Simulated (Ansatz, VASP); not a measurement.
# Two plane-wave programs on MgS

```
Mg S
1.0
     0.00000    2.74595    2.74595
     2.74595    0.00000    2.74595
     2.74595    2.74595    0.00000
Mg S
1 1
Direct
  0.00000 0.00000 0.00000
  0.25000 0.25000 0.25000
```

Change from the starting cell: hydrostatic strain -3.0%.

Alike in both runs: task single point; functional r2SCAN; k mesh 8 × 8 × 8; no spin polarisation.

|  | VASP | Ansatz |
| --- | --- | --- |
| version | VASP 6.6.1 | Ansatz 0.2.0 |
| potentials or method | VASP PAW PBE potentials, release 64 (Mg, S) | plane waves, PAW |
| plane-wave cutoff (eV) | 520 | 500 |
| occupations | gaussian, width 0.01 eV | fixed |
| valence electrons in the cell | 8 | 16 |

VASP gave:

| Quantity | Value |
| --- | --- |
| gap on the k mesh at the Fermi level (eV) | 4.24 |
| pressure (GPa) | 6.3 |

Problem. Estimate Ansatz's values.

Solution. gap on the k mesh at the Fermi level (eV): 4.24; pressure (GPa): 6.6.

The two sets of potentials don't hold the same shells in valence.

Caveats: the PAW data sets were made with another functional, which shifts forces and pressure a little (VASP). A k mesh can miss the band edges.
